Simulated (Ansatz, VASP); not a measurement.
## Two plane-wave programs on Sr

INCAR

```
SYSTEM = Sr
PREC = Accurate
ENCUT = 520
EDIFF = 1E-6
ISMEAR = 0
SIGMA = 0.15
LREAL = .False.
LASPH = .True.
NELM = 100
ALGO = Normal
ISIF = 2
LWAVE = .False.
LCHARG = .False.
GGA = PE
NBANDS = 11
```

KPOINTS

```
regular mesh
0
Gamma
  14 14 14
  0 0 0
```

Contents of POSCAR:

```
Sr
1.0
   -2.4250000000      2.4250000000      2.2310000000
    2.4250000000     -2.4250000000      2.2310000000
    2.4250000000      2.4250000000     -2.2310000000
Sr
1
Direct
    0.0000000000      0.0000000000      0.0000000000
```

Input for Ansatz:

```yaml
crystal:
  lattice:
    - [-2.425, 2.425, 2.231]
    - [2.425, -2.425, 2.231]
    - [2.425, 2.425, -2.231]
  atoms:
    - { symbol: Sr, position: [0.0, 0.0, 0.0] }
basis:
  ecutwfc: 420
kpoints:
  mp_grid: { grid: [14, 14, 14] }
hamiltonian:
  xc: pbe
scf:
  occupations: { method: gaussian, width: 0.15 }
output:
  forces: true
  stress: true
  eigenvalues: true
```

Change from the starting cell: strain +0.000 along x and y, -0.080 along z, atoms carried along.

Alike in both runs: task single point; functional PBE; k mesh 14 × 14 × 14; occupations gaussian, width 0.15 eV; no spin polarisation.

|  | VASP | Ansatz |
| --- | --- | --- |
| version | VASP 6.6.1 | Ansatz 0.2.0 |
| potentials or method | VASP PAW PBE potentials, release 64 (Sr_sv) | scalar-relativistic, plane waves, PAW |
| plane-wave cutoff (eV) | 520 | 420 |
| valence electrons in the cell | 10 | 10 |

```tsv
	VASP	Ansatz	Ansatz less VASP
gap on the k mesh at the Fermi level (eV)	none	none	-
pressure (GPa)	0.4	0.4	-0.01
largest component of the traceless stress (GPa)	0.31	0.30	-0.005
```

A gap of «none» marks a metal or a gap that the smearing closes.
